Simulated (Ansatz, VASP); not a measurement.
Al2P in VASP and in Ansatz

The input INCAR:

```
SYSTEM = Al2P
ALGO = Normal
EDIFF = 1E-6
ENCUT = 520
GGA = PE
ISIF = 2
ISMEAR = 0
LASPH = .True.
LCHARG = .True.
LELF = .True.
LREAL = .False.
LVHAR = .True.
LWAVE = .False.
NBANDS = 20
NELM = 80
PREC = Accurate
SIGMA = 0.1
```

KPOINTS

```
k-points
0
Gamma
  4 4 6
  0 0 0
```

POSCAR

```
Al2P
1.0
    6.5051917400      0.0000000000      0.0000000000
    0.0000000000      6.5051917400      0.0000000000
    0.0000000000      0.0000000000      3.2310214300
Al P
4 2
Direct
    0.2790684700      0.2790684700      0.0000000000
    0.7209315300      0.7209315300      0.0000000000
    0.7790684700      0.2209315300      0.5000000000
    0.2209315300      0.7790684700      0.5000000000
    0.0000000000      0.0000000000      0.0000000000
    0.5000000000      0.5000000000      0.5000000000
```

Input for Ansatz:

```yaml
crystal:
  lattice:
    - [6.50519174, 0.0, 0.0]
    - [0.0, 6.50519174, 0.0]
    - [0.0, 0.0, 3.23102143]
  atoms:
    - { symbol: Al, position: [0.27906847, 0.27906847, 0.0] }
    - { symbol: Al, position: [0.72093153, 0.72093153, 0.0] }
    - { symbol: Al, position: [0.77906847, 0.22093153, 0.5] }
    - { symbol: Al, position: [0.22093153, 0.77906847, 0.5] }
    - { symbol: P, position: [0.0, 0.0, 0.0] }
    - { symbol: P, position: [0.5, 0.5, 0.5] }
basis:
  ecutwfc: 420
kpoints:
  mp_grid: { grid: [4, 4, 6] }
hamiltonian:
  xc: pbe
scf:
  occupations: { method: gaussian, width: 0.1 }
  lower_state_search: "off"
output:
  forces: true
  stress: true
  eigenvalues: true
```

Change from the starting cell: species swapped into the PmCl2 type (P4_2/mnm, No. 136).

Alike in both runs: task single point; functional PBE; k mesh 4 × 4 × 6; occupations gaussian, width 0.1 eV; no spin polarisation.

|  | VASP | Ansatz |
| --- | --- | --- |
| version | VASP 6.6.1 | Ansatz 0.2.0 |
| potentials or method | VASP PAW PBE potentials, release 64 (Al, P) | scalar-relativistic, plane waves, PAW |
| plane-wave cutoff (eV) | 520 | 420 |
| valence electrons in the cell | 22 | 22 |

```csv
,VASP,Ansatz,Ansatz less VASP
gap on the k mesh at the Fermi level (eV),none,none,-
pressure (GPa),-5.6,-5.6,+0.04
largest component of the traceless stress (GPa),0.89,0.87,-0.017
rms of the force components (eV/Å),0.007,0.007,-0.0007
```

Atom by atom the forces differ by 0.001 eV/Å (rms over components). A gap of «none» marks a metal or a gap that the smearing closes.
